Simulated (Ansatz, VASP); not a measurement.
# GaSb: VASP beside Ansatz

Aim: how closely do two programs agree when they are given the same cell, functional and k mesh? The cell is taken from a series of runs on this material, whose earlier steps may have relaxed, scaled, displaced or heated it; both programs get it as it stands.

Main program and level: Ansatz 0.2.0; plane waves, with VASP 6.6.1 beside it; zone-centre phonons at LDA.

### Step 1. Set-up

It takes space group I-4m2 (No. 119, tetragonal). Conventional cell: a = 4.363 Å, b = 4.363 Å, c = 5.936 Å, α = 90.00°, β = 90.00°, γ = 90.00°. Nearest to Ga lie 4 Sb at 2.64 Å. Sb has 4 Ga at 2.64 Å nearest. Farther neighbours are not listed.

### Step 2. Ansatz: zone-centre phonons, LDA

Ansatz runs on its PAW soft_1 files.

Second derivatives magnify differences that forces hide, and they need a tight electronic threshold.

The input, input.yaml:

```yaml
crystal:
  lattice:
    - [0.0, 3.0848534594, 2.9678816641]
    - [3.0848534594, 0.0, 2.9678816641]
    - [3.0848534594, 3.0848534594, 0.0]
  atoms:
    - { symbol: Ga, position: [0.0, 0.0, 0.0] }
    - { symbol: Sb, position: [0.75, 0.75, 0.75] }
kpoints:
  mp_grid: { grid: [12, 12, 12] }
hamiltonian:
  xc: lda
  pseudopotentials: { kind: paw, azcp: { folder: soft_1 }, xc_functional: pbe }
scf:
  occupations: { method: methfessel_paxton, width: 0.2 }
output:
  eigenvalues: true
phonons:
  method: dfpt
```

On the command line:

```bash
$ ansatz run input.yaml --threads 4 --pin off --max-ram 10240MiB --backend cpu --events-out ev --progress --plain --runs-dir out
```

Numbers of over 12 decimals in the logs are rounded to 6 here.

The program printed:

```text
zone centre: on kpoints.mp_grid the ground state, and the responses unless they are solved on pairs of k-points, stand on 280 of the mesh's 1728 k-points, reduced under 4 symmetry operations, with k and −k counted as one. Each operation leaves every solved displacement unchanged or reverses it
Engine: ansatz 0.2.0, x86_64-unknown-linux-gnu
Pseudopotentials: kind: paw
Pseudopotential: Ga, paw, valence charge 13, recommended cutoff 420 eV (normal), soft_1/Ga.paw.azcp
Pseudopotential: Sb, paw, valence charge 15, recommended cutoff 420 eV (normal), soft_1/Sb.paw.azcp
Functional definition: SPW92
  exchange = slater_x
  correlation = pw_c
Crystal: 2 atoms, lattice volume = 56.487 Å³
Basis set: ecut = 420 eV, 1097 PW (Γ), exchange–correlation on 60×60×60 points (8 copies of the dense FFT grid, shifted against one another)
Bands: 18, of which v1, the nominal top of the filled ones, is band 14 counted from 1 (13 counted from 0)
Symmetry: 8 space group operations
k-points: 280 of 1728 (irreducible under 4 space group operations, time reversal used)
Non-local potential: Ga, projectors of the file, l = 0: 2, l = 1: 2, l = 2: 3, l = 3: 1
Non-local potential: Sb, projectors of the file, l = 0: 2, l = 1: 2, l = 2: 2, l = 3: 1
PAW form: soft (Blöchl's): semilocal exchange-correlation on the pseudo side does not see the compensation charge
PAW frozen core: Ga, regenerated for the run's functional, and the local potential with it (the file was generated under x = pbe(κ = 0.804, μ = 0.219515), c = pbe(β = 0.066725))
PAW frozen core: Sb, regenerated for the run's functional, and the local potential with it (the file was generated under x = pbe(κ = 0.804, μ = 0.219515), c = pbe(β = 0.066725))
PAW one-centre angular grid: Ga, 590 points (default); XC on 64 Gauss nodes
PAW one-centre angular grid: Sb, 590 points (default); XC on 64 Gauss nodes
Initial density: superposition of atomic densities (chi_scale 0.1, normalization cell, long waves kept (reshape's long-wave potential 0.00 eV rms))
Initial wavefunctions: pseudopotential atomic-orbital guess
Functional: x = slater, c = lda
SCF iter   1: F=—  HF=-10043.237475 eV  |F-HF|=—  |Δ(HF+E_count)|=         —  Δρ=3.08e-2  dr2=4.44e-1  ethr=3.10e-3  ⟨swp⟩=5.5  Hψ=25840  notcnv=0
preconditioner: auto → none  [insulator: Δε(μ)=0.198 eV  Ē_g=14.867 eV  σ=0.200 eV  W_gap=0.72  n_scr=14 (ndim 8)  ℏωp=21.0 eV  f_vac=0.005  D(μ)=0.02/eV (n_scr^D=0)  ε∞_Penn≈3.0]
SCF iter   2: F=—  HF=-10043.123795 eV  |F-HF|=—  |Δ(HF+E_count)|=   1.14e-1  S|Δr|=    0.00e0  Δρ=1.37e-2  dr2=6.75e-2  ethr=1.59e-3  ⟨swp⟩=2.0  Hψ=8394  notcnv=0
SCF iter   3: F=—  HF=-10043.115620 eV  |F-HF|=—  |Δ(HF+E_count)|=   8.18e-3  S|Δr|=    0.00e0  Δρ=4.96e-3  dr2=1.30e-2  ethr=2.41e-4  ⟨swp⟩=2.0  Hψ=8569  notcnv=0
SCF iter   4: F=—  HF=-10043.110167 eV  |F-HF|=—  |Δ(HF+E_count)|=   5.45e-3  S|Δr|=    0.00e0  Δρ=8.94e-4  dr2=2.56e-4  ethr=4.63e-5  ⟨swp⟩=2.0  Hψ=7561  notcnv=0
SCF iter   5: F=—  HF=-10043.110096 eV  |F-HF|=—  |Δ(HF+E_count)|=   7.07e-5  S|Δr|=    0.00e0  Δρ=4.32e-4  dr2=3.41e-5  ethr=9.13e-7  ⟨swp⟩=2.0  Hψ=7562  notcnv=0
SCF iter   6: F=—  HF=-10043.110091 eV  |F-HF|=—  |Δ(HF+E_count)|=   4.46e-6  S|Δr|=    0.00e0  Δρ=2.12e-5  dr2=1.78e-7  ethr=1.22e-7  ⟨swp⟩=2.0  Hψ=7866  notcnv=0
SCF iter   7: F=—  HF=-10043.110092 eV  |F-HF|=—  |Δ(HF+E_count)|=   9.64e-7  S|Δr|=    0.00e0  Δρ=4.35e-6  dr2=6.22e-9  ethr=6.34e-10  ⟨swp⟩=2.0  Hψ=8966  notcnv=0
SCF iter   8: F=—  HF=-10043.110092 eV  |F-HF|=—  |Δ(HF+E_count)|=  9.79e-10  S|Δr|=    0.00e0  Δρ=9.09e-7  dr2=2.81e-10  ethr=2.22e-11  ⟨swp⟩=2.3  Hψ=8371  notcnv=0
SCF iter   9: F=-10043.110092 eV  HF=-10043.110092 eV  |F-HF|=0.00e0  |Δ(HF+E_count)|=  1.49e-10  S|Δr|=    0.00e0  Δρ=9.04e-8  dr2=1.70e-12  ethr=1.00e-12  ⟨swp⟩=5.0  Hψ=27618  notcnv=0
SCF 1 converged in 9 iterations: F = -10043.110092 eV  dr2 = 1.70e-12
  greatest PAW one-centre occupation: 0.996 electrons in one spin orbital (limit 2), on the Sb atom at site 1 (counted from 0), in its partial waves of l = 2
DFPT response loops at Γ: preconditioner auto → Kerker (q_TF=auto, 2.427 Å⁻¹) (partly filled bands, converged f_vac=0.075); β = 1.00, the filter's whole step (`scf.mixing.beta` (0.50) is not read by the response loops under this deck's `scf.mixing.preconditioner`; to damp them name `kerker` or `kerker_dos`, under which they read `scf.mixing.beta`, and type it under 1.00, their step now; both keys bind the ground state too); Broyden in place of MSR1
SCF converged after 9 iterations
Stability not checked: this state was not tested for a lower state beside it, because cold or Methfessel-Paxton smearing, or corrected tetrahedra, fill the levels in a way that the test cannot read (fill_not_monotonic; see scf.lower_state_search)
Free energy (F): -10043.110092 eV
Harris-Foulkes:  -10043.110092 eV  (|F-HF|=0.00e0)
Internal energy: -10043.110629 eV  (E = F + TS)
E sigma→0 (E₀):  -10043.110227 eV
Entropy (-TS):   0.000537 eV (0.268 meV/atom)
Fermi energy:    7.756969 eV
Step filling:    the computed levels leave a gap of 0.1890 eV = 0.9 smearing widths at the electron count; against every level under it full and every level over it empty, smearing changes F+E_penalty+E_count by +0.225 meV and its σ→0 estimate by +0.091 meV
--- Per-component energies (eV) ---
  E_band       = -263.148732
  E_kinetic    = 277.208232
  E_local      = -3369.053614  (includes V_loc(G=0)·N_el)
  E_nonlocal   = 302.758026
  E_hartree    = 1721.927496
  E_xc         = -161.307050
  E_vxc        = -147.331930  (∫ρ·V_xc dr)
  E_paw        = -6311.274684  (= ΣΔE_a)
  E_vpaw       = -770.584310  (= ΣTr[D̂ρ^β])
  E_aug_tail   = -0.000080  (compensation charges beyond the density's cutoff)
  E_ewald      = -2505.656248
  E_core_change = 2.287292  (= ΣΔE_core)
  E_smearing   = 0.000537  (= −TS)
  E_closure    = 0.000000  (closes the sum)
  Σ components = -10043.110092   (vs F -10043.110092, Δ=0.00e0)
--- Band table (eV; the first three rows and the last of 280) ---
  k-point 0: bands = [... 10 lower, -3.9524, 7.5847, 7.6021, 7.6021, 7.8149, 10.3789, 10.4932, 10.4932]
  k-point 1: bands = [... 10 lower, -3.8799, 6.3013, 7.4703, 7.6259, 8.5081, 10.5364, 10.6614, 10.7487]
  k-point 2: bands = [... 10 lower, -3.6669, 4.9012, 7.1717, 7.3587, 8.6095, 10.9530, 11.0178, 11.6128]
  k-point 279: bands = [... 10 lower, -1.3845, 0.8962, 4.9094, 4.9094, 8.3126, 8.6729, 16.4157, 16.4157]
--- Phonons (Γ-DFPT): 4 representative perturbations + reference, on 280 of 1728 k-points (Σ response iterations 12) ---
  k mesh reduced under 4 symmetry operations, with k and −k counted as one. Each operation leaves every solved displacement unchanged or reverses it
  ASR residual: 1.547e-4 → 0.000e0 eV/Å²; symmetrization residual: 3.539e-6 eV/Å²
  ASR residual per site (eV/Å²): 1.55e-4 1.33e-5
  Γ frequencies (cm⁻¹): 0.00 0.00 0.00 217.84 217.84 218.56
  non-analytic LO–TO correction: not included (Born effective charges unavailable; polar crystals: no LO–TO splitting at Γ)
```

(Part 1 of 2 ends here.)

[Lines on the potential files, build, host, timing and source positions are cut from VASP's logs without a mark.]

[Logs are printed without paths, hosts, clocks, repeated set-up lines and the standing remarks that a program may print on its own settings, such as how far it seeks lower states.]

[Hosts, paths, dates, database ids (printed as entryN), source tags and the programs' standing remarks are cut or masked in the printed files.]
